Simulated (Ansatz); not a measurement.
The system is MnO2.

```xyz
3
Lattice="2.8566 0.0000 0.0000 -1.4283 2.4739 0.0000 0.0000 0.0000 4.6014" Properties=species:S:1:pos:R:3 pbc="T T T"
Mn    0.0000    0.0000    2.3007
O     0.0000    1.6492    3.2499
O     1.4283    0.8246    1.3515
```

Measurements of this composition are mostly on another form, of space group No. 136.

Program: Ansatz 0.2.0. Alike in all runs: task band structure; potentials or basis all-electron LAPW, scalar-relativistic; spin collinear, ferromagnetic start; cell as given; k mesh 11 × 11 × 6; smearing fermi-dirac 0.05 eV; basis error allowed 0.002 eV/atom.

**Question.** Order these runs on this cell by their pressure, lowest first.
A. level LDA; cutoff (eV) 417
B. level PBE; cutoff (eV) 418
C. level PBEsol; cutoff (eV) 418

**Answer.** A (-8.6 GPa), C (-2.1 GPa), B (4.8 GPa).

Caveats: a cell with one magnetic atom can't hold antiferromagnetic order, which such compounds often take.
